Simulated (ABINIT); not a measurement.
Crystal: NbAs.

```
Nb As
1.0
    -1.72585    1.72585    5.84000
     1.72585   -1.72585    5.84000
     1.72585    1.72585   -5.84000
Nb As
2 2
Direct
  0.50000 0.00000 0.50000
  0.75000 0.75000 0.00000
  0.91600 0.41600 0.50000
  0.16600 0.16600 0.00000
```

* Program: ABINIT 10.8.3 (patched build)
* Task: relaxation of cell and atoms
* Functional: LDA
* Potentials or basis: JTH PAW LDA v2.0
* Cutoff: 435 eV
* k mesh: 7 × 7 × 7
* Occupations: fermi-dirac, width 0.05 eV
* Spin: no spin polarisation

At the start: pressure -5.5 GPa; volume 17.39 Å³/atom.

Problem. How do energy, volume and symmetry change on relaxing?

Solution. Over 7 steps the energy falls by 11.8 meV/atom and the volume is 16.84 Å³/atom (-3.2 %); space group I4_1md (No. 109, to 0.05 Å).

Step by step:
| step | energy change (eV) | largest force (eV/Å) | pressure (GPa) | volume (Å³) |
| --- | --- | --- | --- | --- |
| 1 | 0.0000 | 0.2813 | -5.53 | 69.58 |
| 2 | -0.0337 | 0.2253 | -2.66 | 68.41 |
| 3 | -0.0453 | 0.1209 | 0.34 | 67.29 |
| 4 | -0.0460 | 0.0924 | 0.22 | 67.32 |
| 5 | -0.0471 | 0.0042 | -0.06 | 67.40 |
| 6 | -0.0472 | 0.0094 | -0.07 | 67.40 |
| 7 | -0.0474 | 0.0085 | -0.03 | 67.37 |

Final structure:
```
CELL_PARAMETERS angstrom
-1.70840 1.70840 5.77056
1.70840 -1.70840 5.77056
1.70840 1.70840 -5.77056
ATOMIC_POSITIONS crystal
Nb 0.49873 0.99873 0.50000
Nb 0.74873 0.74873 0.00000
As 0.91727 0.41727 0.50000
As 0.16727 0.16727 0.00000
```

Caveat: the k mesh is coarse (spacing up to 0.37 Å⁻¹), so the values aren't converged.
